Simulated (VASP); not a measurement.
# GaP (F-43m) in VASP: settings compared

Aim: see how the results for GaP move with the level of theory and the settings. Levels: PBE, LDA, r2SCAN, TB-mBJ. Tasks: evGW0 quasiparticle levels, band structure.

Everything below comes from runs of VASP 6.6.1. Logs are shortened: lines on timing, memory, paths and dates and some standing lists are left out, and cuts for length are marked.

## 1. The crystal as given

The structure is cubic, space group F-43m (No. 216). Conventional cell: a = 5.451 Å, b = 5.451 Å, c = 5.451 Å, α = 90.00°, β = 90.00°, γ = 90.00°. Ga (site symmetry -43m) has 4 P at 2.36 Å as nearest neighbours. P (site symmetry -43m) has 4 Ga at 2.36 Å as nearest neighbours.

## 2. EvGW0 quasiparticle levels, PBE

POSCAR

```
GaP
1.0
    0.0000000000      2.7252500000      2.7252500000
    2.7252500000      0.0000000000      2.7252500000
    2.7252500000      2.7252500000      0.0000000000
Ga P
1 1
Direct
    0.0000000000      0.0000000000      0.0000000000
    0.7500000000      0.7500000000      0.7500000000
```

INCAR.step1

```
SYSTEM = GaP
PREC = Accurate
ENCUT = 500
EDIFF = 1E-8
ISMEAR = 0
SIGMA = 0.01
LREAL = .FALSE.
LASPH = .TRUE.
NELM = 60
ALGO = Normal
LWAVE = .TRUE.
LCHARG = .FALSE.
GGA = PE
KPAR = 4
```

INCAR.step2

```
SYSTEM = GaP
PREC = Accurate
ENCUT = 500
EDIFF = 1E-8
ISMEAR = 0
SIGMA = 0.01
LREAL = .FALSE.
LASPH = .TRUE.
NELM = 1
ALGO = Exact
LWAVE = .TRUE.
LCHARG = .FALSE.
GGA = PE
NBANDS = 269
LOPTICS = .TRUE.
ISTART = 1
KPAR = 4
```

INCAR.step3

```
SYSTEM = GaP
PREC = Accurate
ENCUT = 500
EDIFF = 1E-8
ISMEAR = 0
SIGMA = 0.01
LREAL = .FALSE.
LASPH = .TRUE.
ALGO = EVGW0
LWAVE = .FALSE.
LCHARG = .FALSE.
GGA = PE
NELMGW = 4
NBANDS = 269
ENCUTGW = 200
NOMEGA = 50
PRECFOCK = Fast
ISTART = 1
NBANDSGW = 17
KPAR = 4
```

KPOINTS

```
regular mesh
0
G
  4 4 4
  0 0 0
```

Potentials or basis: VASP PAW PBE potentials, release 64 (Ga_d_GW, P_GW).

Command:

```console
$ cat potpaw_PBE.64/Ga_d_GW/POTCAR potpaw_PBE.64/P_GW/POTCAR > POTCAR
$ cp INCAR.step1 INCAR
$ mpirun -np 4 vasp_std > vasp.out
$ cp INCAR.step2 INCAR
$ mpirun -np 4 vasp_std > vasp.out
$ cp INCAR.step3 INCAR
$ mpirun -np 4 vasp_std > vasp.out
```

OUTCAR:

```text
SYSTEM = GaP
   PREC = Accurate
   ENCUT = 500
   EDIFF = 1E-8
   ISMEAR = 0
   LREAL = .FALSE.
   LASPH = .TRUE.
   GGA = PE
   NELMGW = 4
   ENCUTGW = 200
   PRECFOCK = Fast
   ISTART = 1

 ion  position               nearest neighbor table
   1  0.000  0.000  0.000-   2 2.36   2 2.36   2 2.36   2 2.36
   2  0.750  0.750  0.750-   1 2.36   1 2.36   1 2.36   1 2.36

  LATTYP: Found a face centered cubic cell.
 ALAT       =     5.4505000000

  Lattice vectors:

 A1 = (   0.0000000000,   2.7252500000,   2.7252500000)
 A2 = (   2.7252500000,   0.0000000000,   2.7252500000)
 A3 = (   2.7252500000,   2.7252500000,   0.0000000000)

Analysis of symmetry for initial positions (statically):
=====================================================================
 Subroutine PRICEL returns:
 Original cell was already a primitive cell.

 Routine SETGRP: Setting up the symmetry group for a
 face centered cubic supercell.

 Subroutine GETGRP returns: Found 24 space group operations
 (whereof 24 operations were pure point group operations)
 out of a pool of 48 trial point group operations.

The static configuration has the point symmetry T_d .

Analysis of symmetry for dynamics (positions and initial velocities):
=====================================================================
 Subroutine PRICEL returns:
 Original cell was already a primitive cell.

 Routine SETGRP: Setting up the symmetry group for a
 face centered cubic supercell.

 Subroutine GETGRP returns: Found 24 space group operations
 (whereof 24 operations were pure point group operations)
 out of a pool of 48 trial point group operations.

The dynamic configuration has the point symmetry T_d .

 Subroutine INISYM returns: Found 24 space group operations
 (whereof 24 operations are pure point group operations),
 and found     1 'primitive' translations

----------------------------------------------------------------------------------------

                                     Primitive cell

  volume of cell :      40.4808

  direct lattice vectors                    reciprocal lattice vectors
     0.000000000  2.725250000  2.725250000    -0.183469406  0.183469406  0.183469406
     2.725250000  0.000000000  2.725250000     0.183469406 -0.183469406  0.183469406
     2.725250000  2.725250000  0.000000000     0.183469406  0.183469406 -0.183469406

  length of vectors
     3.854085511  3.854085511  3.854085511     0.317778334  0.317778334  0.317778334

  position of ions in fractional coordinates (direct lattice)
     0.000000000  0.000000000  0.000000000
     0.750000000  0.750000000  0.750000000

  ion indices of the primitive-cell ions
   primitive index   ion index
                 1           1
                 2           2

----------------------------------------------------------------------------------------

 KPOINTS: regular mesh

Automatic generation of k-mesh.
 Grid dimensions read from file:
 generate k-points for:    4    4    4

 Generating k-lattice:

  Cartesian coordinates                     Fractional coordinates (reciprocal lattice)
    -0.045867352  0.045867352  0.045867352     0.250000000  0.000000000  0.000000000
     0.045867352 -0.045867352  0.045867352     0.000000000  0.250000000  0.000000000
     0.045867352  0.045867352 -0.045867352     0.000000000  0.000000000  0.250000000

  Length of vectors
     0.079444583  0.079444583  0.079444583

  Shift w.r.t. Gamma in fractional coordinates (k-lattice)
     0.000000000  0.000000000  0.000000000

 Subroutine IBZKPT returns following result:
 ===========================================

 Found      8 irreducible k-points:

 Following reciprocal coordinates:
            Coordinates               Weight
  0.000000  0.000000  0.000000      1.000000
  0.250000  0.000000  0.000000      8.000000
  0.500000  0.000000  0.000000      4.000000
  0.250000  0.250000  0.000000      6.000000
  0.500000  0.250000  0.000000     24.000000
 -0.250000  0.250000  0.000000     12.000000
  0.500000  0.500000  0.000000      3.000000
 -0.250000  0.500000  0.250000      6.000000
   k-points           NKPTS =      8   k-points in BZ     NKDIM =     64   number of bands    NBANDS=    269
   number of dos      NEDOS =    301   number of ions     NIONS =      2
   total plane-waves  NPLWV =  21952
   dimension x,y,z NGX =    28 NGY =   28 NGZ =   28
   dimension x,y,z NGXF=    56 NGYF=   56 NGZF=   56
   ions per type =               1   1
   NGX,Y,Z   is equivalent  to a cutoff of  12.08, 12.08, 12.08 a.u.
   NGXF,Y,Z  is equivalent  to a cutoff of  24.16, 24.16, 24.16 a.u.
 SYSTEM =  GaP
   PREC   = accura    normal or accurate (medium, high low for compatibility)
   ISTART =      1    job   : 0-new  1-cont  2-samecut
   ICHARG =      0    charge: 1-file 2-atom 10-const
   ISPIN  =      1    spin polarized calculation?
   LNONCOLLINEAR =      F non collinear calculations
   LSORBIT =      F    spin-orbit coupling
   LASPH  =      T    aspherical Exc in radial PAW
   ENCUT  =  500.0 eV  36.75 Ry    6.06 a.u.   7.03  7.03  7.03*2*pi/ulx,y,z
   NELM   =     60;   NELMIN=  2; NELMDL=  0     # of ELM steps
   EDIFF  = 0.1E-07   stopping-criterion for ELM
   LREAL  =      F    real-space projection
   EDIFFG = 0.1E-06   stopping-criterion for IOM
   NSW    =      0    number of steps for IOM
   IBRION =     -1    ionic relax: 0-MD 1-quasi-New 2-CG
   NFREE  =      0    steps in history (QN), initial steepest desc. (CG)
   ISIF   =      0    stress and relaxation
   ISYM   =      3    0-nonsym 1-usesym 2-fastsym
   POTIM  = 0.5000    time-step for ionic-motion
   TEBEG  =    0.0;   TEEND  =   0.0 temperature during run
   PSTRESS=    0.0 pullay stress
   NELECT =      18.0000    total number of electrons
   NUPDOWN=      -1.0000    fix difference up-down
   EMIN   =  10.00;   EMAX   =-10.00  energy-range for DOS
   EFERMI =   0.00;   METHOD = LEGACY
   ISMEAR =     0;   SIGMA  =   0.01  broadening in eV -4-tet -1-fermi 0-gaus
   EFERMI_NEDOS =   21; number of points for ismear=-14 and -15
   IALGO  =     38    algorithm
   IMIX   =      4    mixing-type and parameters
     AMIX     =   0.40;   BMIX     =  1.00
     AMIX_MAG =   1.60;   BMIX_MAG =  1.00
  volume/ion in A,a.u.               =      20.24       136.59
  Fermi-wavevector in a.u.,A,eV,Ry     =   1.249538  2.361284 21.243377  1.561344
  Thomas-Fermi vector in A             =   2.383574
   LORBIT       =      0    0 simple, 1 ext, 2 COOP (PROOUT), +10 PAW based schemes
   GGA     = PE    functional components
   LHFCALC =     T    Hartree Fock is set to
   PRECFOCK=fast      Normal, Fast or Accurate (Low or Medium for compatibility)
   ENCUT4O =  -1.0   cutoff for four orbital integrals eV
   NKREDX  =     1    reduce k-point grid by
   NKREDY  =     1    reduce k-point grid by
   NKREDZ  =     1    reduce k-point grid by
   AEXX    =    1.0000 exact exchange contribution
   HFSCREEN=    0.0000 screening length (either q_TF or 0.3 A-1)
   HFSCREENC=   0.0000 screening length for correlation (either q_TF or 0.3 A-1)
   ENCUTFOCK=  -1.0 apply spherical cutoff to Coloumb kernel
   IVDW    =     0    specifies the selected vdW correction
   LEPSILON=     F    determine dielectric tensor
   LRPA    =     F    only Hartree local field effects (RPA)
   LRPAFORCE           =     F    calculate RPA forces
   ENCUTGW             = 200.0    cutoff for response function in eV
   ENCUTGWSOFT         = 160.0    soft cutoff for Coulomb kernel in GW response function in eV
   ENCUTLF             =  -1.0    cutoff for local field effects
   NELMGW              =     4    number of iterations in solving QP/BSE equation
   NELMHF              =     1    number of iterations in the inner HF iteration
   NKREDLFX            =     1    NKREDLFY  =   1   NKREDLFZ  =   1
 non-spin polarized calculation
 Gauss-broadening in eV      SIGMA  =   0.01
  energy-cutoff  :      500.00
  volume of cell :       40.48
 maximum number of plane-waves:      1056
  NGX = 16; NGY = 16; NGZ = 16
   NGX = 13   NGY = 13   NGZ = 13
 maximum number of plane-waves:       268

 QP shifts <psi_nk| G(iteration)W_0 |psi_nk>: iteration 1
 for sc-GW calculations column KS-energies equals QP-energies in previous step
 and V_xc(KS)=  KS-energies - (<T + V_ion + V_H > + <T+V_H+V_ion>^1  + <V_x>^1)

 k-point   1 :       0.0000    0.0000    0.0000
  band No.  KS-energies  QP-energies   sigma(KS)   V_xc(KS)     V^pw_x(r,r')   Z            occupation Imag(sigma)

      1     -10.1870     -12.3895     -24.9019     -21.6816     -35.0055       0.6839       2.0000       0.1981
      2     -10.1870     -12.3895     -24.9019     -21.6816     -35.0055       0.6839       2.0000       0.1981
      3     -10.1870     -12.3895     -24.9019     -21.6816     -35.0055       0.6839       2.0000       0.1981
      4     -10.0890     -12.3184     -25.0578     -21.8041     -35.1390       0.6852       2.0000       0.1682
      5     -10.0890     -12.3184     -25.0578     -21.8041     -35.1390       0.6852       2.0000       0.1682
      6      -8.0950      -8.6909     -12.2869     -11.3614     -18.6680       0.6439       2.0000       0.9851
[... 9 lines left out ...]
     16      14.1105      14.2849     -10.5980     -10.8315      -5.0053       0.7468       0.0000      -0.2655
     17      16.8232      16.6443      -8.4608      -8.2241      -2.4421       0.7557       0.0000      -0.4942

 k-point   2 :       0.2500    0.0000    0.0000
  band No.  KS-energies  QP-energies   sigma(KS)   V_xc(KS)     V^pw_x(r,r')   Z            occupation Imag(sigma)

      1     -10.2303     -12.3874     -24.6240     -21.4599     -34.6773       0.6818       2.0000       0.2185
      2     -10.1728     -12.3785     -24.9316     -21.7088     -35.0392       0.6844       2.0000       0.1966
      3     -10.1728     -12.3785     -24.9316     -21.7088     -35.0392       0.6844       2.0000       0.1966
      4     -10.0882     -12.3220     -25.0582     -21.8062     -35.1435       0.6869       2.0000       0.1682
      5     -10.0882     -12.3220     -25.0582     -21.8062     -35.1435       0.6869       2.0000       0.1682
      6      -7.3192      -7.9599     -12.6900     -11.7332     -18.8638       0.6696       2.0000       0.9168
[... 9 lines left out ...]
     16      14.3165      14.1136      -8.1727      -7.9054      -2.4760       0.7585       0.0000      -0.3388
     17      17.4818      17.3985      -9.1871      -9.0757      -2.9316       0.7474       0.0000      -0.5496

 k-point   3 :       0.5000    0.0000    0.0000
  band No.  KS-energies  QP-energies   sigma(KS)   V_xc(KS)     V^pw_x(r,r')   Z            occupation Imag(sigma)
[... 595 lines left out ...]
      1     -13.2874     -13.3499     -24.3814      11.0018     -34.4542       0.6773       2.0000       0.2692
      2     -13.2370     -13.3027     -24.9084      11.5750     -34.9981       0.6808       2.0000       0.1754
      3     -13.2146     -13.2751     -24.9929      11.6905     -35.1754       0.6899       2.0000       0.2115
      4     -13.2146     -13.2751     -24.9929      11.6905     -35.1754       0.6899       2.0000       0.2115
      5     -13.1934     -13.2563     -25.0616      11.7772     -35.1948       0.6914       2.0000       0.1699
      6      -6.0112      -6.0258     -13.5864       7.5538     -19.1292       0.6821       2.0000       0.6516
[... 9 lines left out ...]
     16      17.3598      17.3582     -11.0110      28.3686      -4.6432       0.7509       0.0000      -0.5675
     17      17.3598      17.3582     -11.0110      28.3686      -4.6432       0.7509       0.0000      -0.5675

 k-point   8 :      -0.2500    0.5000    0.2500
  band No. old QP-enery  QP-energies   sigma(KS)   T+V_ion+V_H  V^pw_x(r,r')   Z            occupation Imag(sigma)

      1     -13.2634     -13.3250     -24.3927      11.0386     -34.4728       0.6790       2.0000       0.2730
      2     -13.2368     -13.2986     -24.9347      11.6079     -35.1035       0.6868       2.0000       0.2072
      3     -13.2199     -13.2962     -24.9782      11.6472     -35.1209       0.6864       2.0000       0.1912
      4     -13.2199     -13.2692     -24.9653      11.6735     -35.1080       0.6864       2.0000       0.1912
      5     -13.2045     -13.2683     -25.0309      11.7337     -35.1538       0.6881       2.0000       0.1694
      6      -5.9281      -5.9425     -13.7716       7.8226     -19.3218       0.6908       2.0000       0.6404
[... 9 lines left out ...]
     16      18.2490      18.2481     -10.9963      29.2440      -4.0446       0.7306       0.0000      -0.6811
     17      18.2077      18.2062     -10.2614      28.4671      -3.7259       0.7476       0.0000      -0.6454
```

Run time: 3.8 min. Hardware: 4 MPI ranks of Intel Xeon 6975P-C (Granite Rapids), shared host; peak memory 0.55 GiB.

What came out:

```
Band gap on the k mesh, mean-field level : 1.63 eV, indirect (least direct gap 1.82 eV)
Quasiparticle gap                        : 2.28 eV
Least direct quasiparticle gap           : 2.85 eV
```

Quasiparticle gap after each update of the energies (eV): 2.17, 2.26, 2.28, 2.28

Caveat: the k mesh is coarse (spacing up to 0.50 Å⁻¹), so the values aren't converged; bands, screening cutoff and mesh are small and nothing is extrapolated, so the quasiparticle values aren't converged. A k mesh can miss the band edges.

(Continued in part 2 of 3.)
